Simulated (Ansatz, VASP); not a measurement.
## SiN in VASP and in Ansatz

```
CELL_PARAMETERS angstrom
2.61330 0.00000 0.00000
0.00000 2.61330 0.00000
0.00000 0.00000 2.61330
ATOMIC_POSITIONS crystal
Si 0.50000 0.50000 0.50000
N 0.00000 0.00000 0.00000
```

Alike in both runs: functional PBE; k mesh 22 × 22 × 22; occupations gaussian, width 0.1 eV; no spin polarisation.

Ansatz relaxed the structure, and its values are those at the end. VASP's run is a single point on that final structure, the one shown.

```csv
,VASP,Ansatz
version,VASP 6.6.1,Ansatz 0.2.0
potentials or method,"VASP PAW PBE potentials, release 64 (Si, N)","scalar-relativistic, plane waves, PAW"
plane-wave cutoff (eV),520,420
valence electrons in the cell,9,9
```

|  | VASP | Ansatz | Ansatz less VASP |
| --- | --- | --- | --- |
| gap on the k mesh at the Fermi level (eV) | none | none | - |
| pressure (GPa) | 0.0 | 0.0 | -0.02 |

A gap of «none» marks a metal or a gap that the smearing closes.
